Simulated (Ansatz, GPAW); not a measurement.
# Ballistic transport through a Na chain with CO on top of one atom, from relaxation to T(E), part 2 of 3

Aim: the conductance of a Na chain with CO on top of one atom after relaxation, and whether geometry, basis or functional moves it most.

GPAW 26.7.0 and Ansatz 0.2.0; Ansatz plane waves; relaxation of the junction with the lead ends held (the session's first sound run).

So far, transmission at the Fermi level (one spin): step 3 (plane-wave reference (PBE)) 0.983. Also open channels of the lead at the Fermi level (one spin): step 3 1.

## Step 4: GPAW, dzp

Localised orbitals split the wire into layers that couple to their neighbours alone, which is what the Green's function method needs; double zeta with polarisation is the usual level for numbers.

This step: GPAW LCAO, PAW setups; Landauer transmission from Green's functions with principal layers (ASE), zero bias (GPAW 26.7.0).

File run.py:

```python
import json
import numpy as np
from ase import Atoms
from ase.transport.calculators import TransportCalculator
from gpaw import GPAW, FermiDirac
from gpaw.lcao.tools import get_lcao_hamiltonian
from scipy.linalg import eigh

# The junction with lead layers at both ends, along the third cell vector
device = Atoms(
    ['Na', 'Na', 'Na', 'Na', 'Na', 'Na', 'Na', 'Na', 'C', 'O', 'Na', 'Na', 'Na', 'Na', 'Na', 'Na', 'Na'],
    positions=[
        [4.50000, 4.50000, 1.65000],
        [4.50000, 4.50000, 4.95000],
        [4.50000, 4.50000, 8.25000],
        [4.50000, 4.50000, 11.55000],
        [4.50000, 4.50000, 14.85000],
        [4.60667, 4.46149, 18.53384],
        [4.00689, 4.64812, 22.12010],
        [6.07677, 3.86969, 24.78931],
        [8.41665, 3.82241, 26.02281],
        [9.19640, 4.16019, 26.79099],
        [3.88315, 4.56124, 27.39104],
        [4.61321, 4.41359, 30.95580],
        [4.50000, 4.50000, 34.65000],
        [4.50000, 4.50000, 37.95000],
        [4.50000, 4.50000, 41.25000],
        [4.50000, 4.50000, 44.55000],
        [4.50000, 4.50000, 47.85000]],
    cell=[[9.0, 0.0, 0.0], [0.0, 9.0, 0.0], [0.0, 0.0, 49.5]],
    pbc=True)

# One principal layer of the lead: the first 4 atoms of the device
lead = Atoms(
    ['Na', 'Na', 'Na', 'Na'],
    positions=[
        [4.50000, 4.50000, 1.65000],
        [4.50000, 4.50000, 4.95000],
        [4.50000, 4.50000, 8.25000],
        [4.50000, 4.50000, 11.55000]],
    cell=[[9.0, 0.0, 0.0], [0.0, 9.0, 0.0], [0.0, 0.0, 13.2]],
    pbc=True)

settings = dict(mode='lcao', basis='dzp', xc='PBE', h=0.18,
                occupations=FermiDirac(0.1), maxiter=250,
                mixer=dict(beta=0.1, nmaxold=8, weight=100.0),
                convergence=dict(density=0.0001))
energies = np.arange(-2, 2 + 1e-9, 0.025)
eta = 0.0001
n1, n2 = 1, 1
# k and -k transmit alike, so half of the mesh across the current serves
mesh = [(i, j) for i in range(n1) for j in range(n2) if (i, j) <= (-i % n1, -j % n2)]
weights = np.array([1 if (i, j) == (-i % n1, -j % n2) else 2 for i, j in mesh]) / (n1 * n2)


def ground_state(atoms, size, txt):
    atoms.calc = GPAW(kpts={'size': size, 'gamma': True}, symmetry={'tolerance': 1e-3}, txt=txt, **settings)
    atoms.get_potential_energy()
    return atoms.calc.get_fermi_level()


def blocks(atoms, fermi, points, nz, cells):
    """H - E_F S and S between cell 0 and the cells above it, at each point across the current."""
    kz = np.arange(nz) / nz
    calc = atoms.calc.fixed_density(kpts=[(*k, z) for k in points for z in kz], symmetry='off', txt=None)
    H, S = get_lcao_hamiltonian(calc)
    H = (H - fermi * S).reshape(len(H), len(points), nz, *S.shape[1:])
    S = S.reshape(H.shape[1:])
    phases = [np.exp(-2j * np.pi * kz * R) / nz for R in cells]
    return [(np.einsum('skzij,z->ksij', H, p), np.einsum('kzij,z->kij', S, p)) for p in phases]


def pair(a, b):
    return np.block([[a, b], [b.T.conj(), a]])


def count_channels(h, s, cells, nk=240):
    """Half the number of times that the lead's bands cross each energy, unfolded to its shortest repeat."""
    b = len(h) // cells
    bands = []
    for k in (np.arange(nk + 1) + 0.5) / nk:
        hk, sk = h[:b, :b].copy(), s[:b, :b].copy()
        for R in range(1, cells):
            phase, block = np.exp(2j * np.pi * k * R), slice(R * b, (R + 1) * b)
            hk += h[:b, block] * phase + (h[:b, block] * phase).T.conj()
            sk += s[:b, block] * phase + (s[:b, block] * phase).T.conj()
        w, u = eigh(sk)
        x = u[:, w > 1e-5] / w[w > 1e-5]**0.5  # drop near-dependent combinations
        bands.append(np.r_[eigh(x.T.conj() @ hk @ x, eigvals_only=True), [1e9] * (w <= 1e-5).sum()])
    below = np.array(bands)[:, :, None] < energies
    return (below[1:] != below[:-1]).sum((0, 1)) / 2


fermi_lead = ground_state(lead, (1, 1, 9), 'lead.txt')
fermi_device = ground_state(device, (1, 1, 2), 'device.txt')
T, channels, eigen, tail, misfit, shifts = [], [], [], 0.0, 0.0, []
for first in range(0, len(mesh), 384):
    points = [(i / n1, j / n2) for i, j in mesh[first:first + 384]]
    (H0k, S0k), (H1k, S1k), (H2k, _) = blocks(lead, fermi_lead, points, 5, range(3))
    [(Hk, Sk)] = blocks(device, fermi_device, points, 2, [0])
    tail = max(tail, abs(H2k).max())
    for H0, S0, H1, S1, H, S in zip(H0k, S0k, H1k, S1k, Hk, Sk):
        n = len(S0)
        # Shift the lead onto the potential of the device's first layer
        shift = ((H[:, 0, 0] - H0[:, 0, 0]) / S0[0, 0]).real.mean()
        shifts.append(shift)
        misfit = max(misfit, abs(H[:, :n, :n] - H0 - shift * S0).max())
        Tk, Ck, Ek = [], [], []
        for s in range(len(H)):
            t = s % len(H0)  # a lead without moments serves both spins
            h1, s1 = pair(H0[t] + shift * S0, H1[t] + shift * S1), pair(S0, S1)
            leads = dict(h1=h1, s1=s1, energies=energies, eta=eta, eta1=eta, eta2=eta)
            calc = TransportCalculator(h=H[s], s=S, eigenchannels=3, **leads)
            Tk.append(calc.get_transmission())
            Ek.append(np.sort(calc.eigenchannels_ne, axis=0)[::-1])
            Ck.append(count_channels(h1, s1, 8))
        T.append(Tk)
        channels.append(Ck)
        eigen.append(Ek)
T, channels = np.array(T), np.array(channels)
mean, open_channels = np.einsum('kse,k->se', T, weights), np.einsum('kse,k->se', channels, weights)

print(f'basis functions: device {len(S)}, principal layer {n}')
print(f'Fermi level: lead {fermi_lead:.4f} eV, device {fermi_device:.4f} eV; lead shifted by {np.mean(shifts):.4f} eV')
print(f'largest coupling past the next layer {tail:.2e} eV, largest misfit of the first layer {misfit:.3f} eV')
print('  E-E_F (eV)   ' + 'T (one spin)  channels')
for e, t, c in zip(energies, mean.T, open_channels.T):
    print(f'{e:10.3f}  ', *[f'{x:11.4e}' for x in t], *[f'{x:9.4f}' for x in c])

kT = 8.617333e-5 * 300
fine = np.linspace(energies[0], energies[-1], 4001)
both = np.exp(np.interp(fine, energies, np.log(np.maximum(mean.sum(0) * 2 / len(mean), 1e-30))))
fermi = lambda mu: 1 / (1 + np.exp(np.clip((fine - mu) / kT, -200, 200)))
slope = fermi(0) * (1 - fermi(0)) / kT
G = np.trapezoid(both * slope, fine) / 2
seebeck = -np.trapezoid(both * slope * fine, fine) / (2 * G * 300) * 1e6
print(f'conductance at 300 K: {G:.5g} G0 a cell; thermopower {seebeck:.4g} uV/K')
bias = [0.1, 0.2, 0.5, 1.0, 1.5, 2.0]
current = [38.74 * np.trapezoid(both * (fermi(V / 2) - fermi(-V / 2)), fine) for V in bias]
for V, I in zip(bias, current):
    print(f'current from the zero-bias T(E) at {V} V: {I:.5g} uA')
zero = abs(energies).argmin()
json.dump(dict(energies=energies.tolist(), T=mean.tolist(), channels=open_channels.tolist(), G=G, seebeck=seebeck,
               bias=bias, current=current, tail=tail, misfit=misfit, shift=np.mean(shifts), n_device=len(S), n_lead=n,
               fermi=[fermi_lead, fermi_device], energy=device.get_potential_energy(),
               moments=device.get_magnetic_moments().tolist(), mesh=mesh, weights=weights.tolist(),
               T_k=T[:, :, zero].tolist(), eigen=np.array(eigen[0]).tolist()), open('result.json', 'w'))
```

Run with:

```console
OMP_NUM_THREADS=1 OPENBLAS_NUM_THREADS=1 python run.py
```

The job ended after 4.1 min (1 thread of Intel Xeon Platinum 8488C (Sapphire Rapids), shared host; peak memory 2.6 GiB).

This step gave:

| Quantity | Value |
| --- | --- |
| conductance | 0.9802 G₀ |
| largest coupling past the next principal layer | 4.16e-12 eV |
| largest misfit of the first principal layer | 0.02350 eV |
| shift that aligns the lead | -0.001064 eV |
| basis functions of the junction | 281 |
| basis functions of a principal layer | 68 |
| transmission at the Fermi level (one spin) | 0.9814 |

One spin. Table of transmission, zone mean by energy, zero at the Fermi level:

energy (eV), transmission, zone mean and a bar:
```
   -2.000       0.00 
   -1.900       0.00 
   -1.800       0.00 
   -1.700       0.00 
   -1.600       0.00 
   -1.500       0.00 
   -1.400       0.00 
   -1.300       0.00 
   -1.200       0.00 
   -1.100       0.00 
   -1.000       0.00 
   -0.900       0.00 
   -0.825       0.85 ############
   -0.800       0.34 #####
   -0.700       0.37 #####
   -0.600       0.69 ##########
   -0.500       0.97 ##############
   -0.450       0.99 ##############
   -0.400       0.98 ##############
   -0.300       0.94 #############
   -0.200       0.94 ##############
   -0.100       0.96 ##############
    0.000       0.98 ##############
    0.100       0.99 ##############
    0.200       0.98 ##############
    0.300       0.95 ##############
    0.400       0.84 ############
    0.500       0.05 #
    0.600       0.08 #
    0.700       0.47 #######
    0.800       0.72 ##########
    0.900       0.83 ############
    1.000       0.87 ############
    1.050       0.87 ############
    1.100       0.87 ############
    1.200       0.84 ############
    1.300       0.76 ###########
    1.400       0.60 #########
    1.500       0.29 ####
    1.600       0.02 
    1.700       0.80 ###########
    1.800       1.67 ########################
    1.900       1.73 #########################
    2.000       2.09 ##############################
```

Crossings of the lead's bands, unfolded to its shortest repeat. Table of open channels, zone mean by energy, zero at the Fermi level:

| energy (eV) | open channels, zone mean |
| --- | --- |
| -0.900 | 0 |
| -0.800 | 1 |
| -0.700 | 1 |
| -0.600 | 1 |
| -0.500 | 1 |
| -0.400 | 1 |
| -0.300 | 1 |
| -0.200 | 1 |
| -0.100 | 1 |
| 0.000 | 1 |
| 0.100 | 1 |
| 0.200 | 1 |
| 0.300 | 1 |
| 0.400 | 1 |
| 0.500 | 1 |
| 0.600 | 1 |
| 0.700 | 1 |
| 0.800 | 1 |
| 0.900 | 1 |
| 1.000 | 1 |
| 1.100 | 1 |
| 1.200 | 1 |
| 1.300 | 1 |
| 1.400 | 1 |
| 1.500 | 1 |
| 1.600 | 1 |
| 1.700 | 1 |
| 1.800 | 3 |
| 1.900 | 3 |
| 2.000 | 3 |

Not self-consistent under bias; the bias window is split evenly. Table of current through one cell, from the zero-bias transmission by bias:

| bias (V) | current through one cell, from the zero-bias transmission (μA) |
| --- | --- |
| 0.100 | 7.59 |
| 0.200 | 15.2 |
| 0.500 | 37.6 |
| 1.000 | 71.6 |
| 1.500 | 88.8 |
| 2.000 | 106 |

Table of transmission of the three most open eigenchannels by energy, zero at the Fermi level:

| energy (eV) | channel 1 | channel 2 | channel 3 |
| --- | --- | --- | --- |
| -0.900 | 3.6e-10 | 0 | 0 |
| -0.800 | 0.343 | 8.3e-9 | 0 |
| -0.700 | 0.366 | 1.3e-12 | 0 |
| -0.600 | 0.688 | 2.4e-11 | 0 |
| -0.500 | 0.971 | 3.3e-11 | 0 |
| -0.400 | 0.978 | 3.6e-11 | 0 |
| -0.300 | 0.941 | 3.6e-11 | 0 |
| -0.200 | 0.943 | 3.6e-11 | 0 |
| -0.100 | 0.964 | 3.5e-11 | 0 |
| 0.000 | 0.981 | 3.4e-11 | 0 |
| 0.100 | 0.988 | 3.3e-11 | 0 |
| 0.200 | 0.983 | 3.2e-11 | 0 |
| 0.300 | 0.952 | 3.0e-11 | 0 |
| 0.400 | 0.844 | 2.9e-11 | 0 |
| 0.500 | 0.0546 | 2.7e-11 | 0 |
| 0.600 | 0.0754 | 2.1e-11 | 0 |
| 0.700 | 0.467 | 2.1e-11 | 0 |
| 0.800 | 0.717 | 2.0e-11 | 0 |
| 0.900 | 0.826 | 1.8e-11 | 0 |
| 1.000 | 0.866 | 1.7e-11 | 0 |
| 1.100 | 0.868 | 1.5e-11 | 0 |
| 1.200 | 0.837 | 1.3e-11 | 0 |
| 1.300 | 0.757 | 1.1e-11 | 0 |
| 1.400 | 0.597 | 9.6e-12 | 0 |
| 1.500 | 0.290 | 8.0e-12 | 0 |
| 1.600 | 0.0197 | 7.7e-12 | 0 |
| 1.700 | 0.799 | 5.0e-12 | 2.2e-12 |
| 1.800 | 0.936 | 0.685 | 0.0467 |
| 1.900 | 0.789 | 0.581 | 0.356 |
| 2.000 | 0.827 | 0.680 | 0.587 |

At the Fermi level T is 0.981 against 0.983 in plane waves. Couplings past the next layer reach 4.2e-12 eV, small enough to drop; the matrix elements of the cell's first layer differ from the bulk lead's by up to 0.024 eV. That layer keeps its own values in the calculation, and only beyond it is the lead taken as perfect. The Fermi levels of lead and junction count from different zeros of potential, one for each periodic cell; with both set to zero, the small remaining shift is what aligns them. By hand: G = 0.9802 × 77.48 μS = 75.9 μS, a resistance of 13.2 kΩ; at 0.1 V a linear junction would pass 7.59 μA, and the integral over the bias window gives 7.59 μA.

## Step 5: GPAW, szp: basis = "szp(dzp)"

One radial function a shell plus polarisation makes the matrices smaller; the question is what that costs.

run.py, as its differences from that of step 4:

```diff
@@ -43,3 +43,3 @@
 
-settings = dict(mode='lcao', basis='dzp', xc='PBE', h=0.18,
+settings = dict(mode='lcao', basis='szp(dzp)', xc='PBE', h=0.18,
                 occupations=FermiDirac(0.1), maxiter=250,
```

The job ended after 3.3 min (1 thread; peak memory 2.5 GiB).

Numbers from this step:

```yaml
conductance: 0.9719 G₀
largest_coupling_past_the_next_principal_layer: 4.06e-12 eV
largest_misfit_of_the_first_principal_layer: 0.01431 eV
shift_that_aligns_the_lead: -1.23e-4 eV
basis_functions_of_the_junction: 168
basis_functions_of_a_principal_layer: 40
transmission_at_the_fermi_level_one_spin: 0.9734
```

The conductance, 0.972 G₀, lies 0.8 % below that of the dzp run.

## Step 6: GPAW, sz: basis = "sz(dzp)"

One function for each valence shell of the setup, as for a first survey of a large system.

run.py, as its differences from that of step 5:

```diff
@@ -43,3 +43,3 @@
 
-settings = dict(mode='lcao', basis='szp(dzp)', xc='PBE', h=0.18,
+settings = dict(mode='lcao', basis='sz(dzp)', xc='PBE', h=0.18,
                 occupations=FermiDirac(0.1), maxiter=250,
```

The job ended after 2.5 min (1 thread; peak memory 2.4 GiB).

Numbers from this step:

```yaml
conductance: 0.9675 G₀
largest_coupling_past_the_next_principal_layer: 4.26e-12 eV
largest_misfit_of_the_first_principal_layer: 0.03060 eV
shift_that_aligns_the_lead: -0.001137 eV
basis_functions_of_the_junction: 113
basis_functions_of_a_principal_layer: 28
transmission_at_the_fermi_level_one_spin: 0.9693
```

The conductance, 0.968 G₀, lies 1.3 % below that of the dzp run.

## Step 7: LDA in the dzp basis: xc = "LDA"

Back in the dzp basis, the functional changes from PBE to LDA, to set the spread between functionals beside that between bases.

run.py, as its differences from that of step 6:

```diff
@@ -43,3 +43,3 @@
 
-settings = dict(mode='lcao', basis='sz(dzp)', xc='PBE', h=0.18,
+settings = dict(mode='lcao', basis='dzp', xc='LDA', h=0.18,
                 occupations=FermiDirac(0.1), maxiter=250,
```

It took 3.7 min on 1 thread; peak memory 2.6 GiB.

Numbers from this step:

```
conductance                                    : 0.9773 G₀
largest coupling past the next principal layer : 2.46e-11 eV
largest misfit of the first principal layer    : 0.02087 eV
shift that aligns the lead                     : -6.25e-4 eV
basis functions of the junction                : 281
basis functions of a principal layer           : 68
transmission at the Fermi level (one spin)     : 0.9787
```

One spin. Table of transmission, zone mean by energy, zero at the Fermi level:

| energy (eV) | transmission, zone mean |
| --- | --- |
| -2.000 | 6.2e-11 |
| -1.800 | 6.0e-11 |
| -1.600 | 5.7e-11 |
| -1.400 | 5.3e-11 |
| -1.200 | 4.6e-11 |
| -1.000 | 1.4e-11 |
| -0.800 | 0.499 |
| -0.600 | 0.669 |
| -0.450 | 0.996 |
| -0.400 | 0.981 |
| -0.200 | 0.940 |
| 0.000 | 0.979 |
| 0.200 | 0.977 |
| 0.400 | 0.825 |
| 0.600 | 0.136 |
| 0.800 | 0.738 |
| 1.000 | 0.878 |
| 1.075 | 0.884 |
| 1.200 | 0.855 |
| 1.400 | 0.620 |
| 1.600 | 2.3e-4 |
| 1.800 | 0.954 |
| 2.000 | 2.10 |

The conductance, 0.977 G₀, lies 0.3 % below that of the dzp run.

## Step 8: Without the relaxation: geometry = "as built"

The dzp basis with PBE on the structure as first built shows what the relaxation was worth.

run.py, as its differences from that of step 7:

```diff
@@ -17,9 +17,9 @@
         [4.50000, 4.50000, 14.85000],
-        [4.60667, 4.46149, 18.53384],
-        [4.00689, 4.64812, 22.12010],
-        [6.07677, 3.86969, 24.78931],
-        [8.41665, 3.82241, 26.02281],
-        [9.19640, 4.16019, 26.79099],
-        [3.88315, 4.56124, 27.39104],
-        [4.61321, 4.41359, 30.95580],
+        [4.50000, 4.50000, 18.15000],
+        [4.50000, 4.50000, 21.45000],
+        [4.50000, 4.50000, 24.75000],
+        [6.54420, 4.50000, 24.75000],
+        [7.70420, 4.50000, 24.75000],
+        [4.50000, 4.50000, 28.05000],
+        [4.50000, 4.50000, 31.35000],
         [4.50000, 4.50000, 34.65000],
@@ -43,3 +43,3 @@
 
-settings = dict(mode='lcao', basis='dzp', xc='LDA', h=0.18,
+settings = dict(mode='lcao', basis='dzp', xc='PBE', h=0.18,
                 occupations=FermiDirac(0.1), maxiter=250,
```

Run time: 3.2 min. Hardware: 1 thread; peak memory 2.6 GiB.

This step gave:

```yaml
conductance: 0.01770 G₀
largest_coupling_past_the_next_principal_layer: 4.16e-12 eV
largest_misfit_of_the_first_principal_layer: 0.03070 eV
shift_that_aligns_the_lead: -2.62e-4 eV
transmission_at_the_fermi_level_one_spin: 0.01771
```

The conductance, 0.0177 G₀, lies a factor of 55 below that of the dzp run.

## Step 9: All levels side by side

Times are wall times on the hardware named with each run. Results by setting:

| no. | run | conductance (G₀) | time | memory (GiB) |
| --- | --- | --- | --- | --- |
| 1 | pw PBE | 0.9819 | 97 s | 3.9 |
| 2 | dzp | 0.9802 | 4.1 min | 2.6 |
| 3 | szp | 0.9719 | 3.3 min | 2.5 |
| 4 | sz | 0.9675 | 2.5 min | 2.4 |
| 5 | dzp LDA | 0.9773 | 3.7 min | 2.6 |
| 6 | asbuilt | 0.01770 | 3.2 min | 2.6 |

## Step 10: Comparison

The curves are compared point by point over the common energies.

This step: comparison of transmission and cost over codes, levels and geometry (GPAW 26.7.0).

Ladder, by row:

| step | code | T at the Fermi level (sum over the listed spins) | conductance (G0) | r.m.s. T(E) from the first | wall time (s) | peak memory (GiB) | threads |
| --- | --- | --- | --- | --- | --- | --- | --- |
| pw-pbe | Ansatz | 0.9831 | 0.9819 | 0 | 96.97 | 3.938 | 4 |
| dzp | GPAW | 0.9814 | 0.9802 | 0.1337 | 243.7 | 2.61 | 1 |
| szp | GPAW | 0.9734 | 0.9719 | 0.1857 | 198.6 | 2.49 | 1 |
| sz | GPAW | 0.9693 | 0.9675 | 0.2562 | 152.2 | 2.35 | 1 |
| dzp-LDA | GPAW | 0.9787 | 0.9773 | 0.1176 | 224.6 | 2.61 | 1 |
| asbuilt | GPAW | 0.01771 | 0.0177 | 0.5448 | 189.9 | 2.61 | 1 |

Transmission, zone mean, sum over the listed spins against energy, zero at the Fermi level:

| energy (eV) | pw-pbe | dzp | szp | sz | dzp-LDA | asbuilt |
| --- | --- | --- | --- | --- | --- | --- |
| -2.000 | 0 | 6.2e-11 | 1.3e-10 | 1.6e-14 | 6.2e-11 | 4.4e-10 |
| -1.800 | 0 | 6.0e-11 | 1.3e-10 | 1.5e-14 | 6.0e-11 | 4.3e-10 |
| -1.600 | 0 | 5.7e-11 | 1.2e-10 | 1.4e-14 | 5.7e-11 | 4.1e-10 |
| -1.400 | 0 | 5.3e-11 | 1.2e-10 | 1.2e-14 | 5.3e-11 | 4.0e-10 |
| -1.200 | 0 | 4.6e-11 | 1.2e-10 | 1.1e-14 | 4.6e-11 | 3.6e-10 |
| -1.000 | 0 | 1.2e-11 | 1.1e-10 | 0 | 1.4e-11 | 2.1e-10 |
| -0.850 | 0.843 | 6.6e-6 | 0 | 3.9e-4 | 2.3e-6 | 1.1e-4 |
| -0.800 | 0.418 | 0.343 | 0.640 | 0.0764 | 0.499 | 0.132 |
| -0.600 | 0.670 | 0.688 | 0.585 | 0.558 | 0.669 | 0.0126 |
| -0.450 | 0.999 | 0.995 | 0.987 | 0.967 | 0.996 | 0.0303 |
| -0.425 | 0.997 | 0.989 | 0.996 | 0.989 | 0.991 | 0.0323 |
| -0.400 | 0.988 | 0.978 | 0.993 | 0.996 | 0.981 | 0.0340 |
| -0.200 | 0.949 | 0.943 | 0.946 | 0.950 | 0.940 | 0.0375 |
| 0.000 | 0.983 | 0.981 | 0.973 | 0.969 | 0.979 | 0.0177 |
| 0.200 | 0.977 | 0.983 | 0.952 | 0.926 | 0.977 | 2.0e-5 |
| 0.400 | 0.758 | 0.844 | 0.0351 | 0.0107 | 0.825 | 0.0278 |
| 0.450 | 0.940 | 0.791 | 1.4e-4 | 0.189 | 0.897 | 0.0467 |
| 0.600 | 0.299 | 0.0754 | 0.477 | 0.684 | 0.136 | 0.138 |
| 0.800 | 0.814 | 0.717 | 0.838 | 0.899 | 0.738 | 0.313 |
| 1.000 | 0.911 | 0.866 | 0.917 | 0.954 | 0.878 | 0.472 |
| 1.050 | 0.913 | 0.871 | 0.920 | 0.957 | 0.883 | 0.504 |
| 1.075 | 0.912 | 0.871 | 0.920 | 0.958 | 0.884 | 0.519 |
| 1.200 | 0.881 | 0.837 | 0.897 | 0.950 | 0.855 | 0.578 |
| 1.400 | 0.677 | 0.597 | 0.738 | 0.865 | 0.620 | 0.630 |
| 1.600 | 0.0114 | 0.0197 | 0.178 | 0.517 | 2.3e-4 | 0.645 |
| 1.800 | 1.37 | 1.67 | 1.16 | 1.10 | 0.954 | 0.824 |
| 2.000 | 1.94 | 2.09 | 1.95 | 1.80 | 2.10 | 1.05 |

(Continued in part 3 of 3.)

[Logs are printed without paths, hosts, clocks, repeated set-up lines and the standing remarks that a program may print on its own settings, such as how far it seeks lower states.]

[Hosts, paths, dates, database ids (printed as entryN), source tags and the programs' standing remarks are cut or masked in the printed files.]
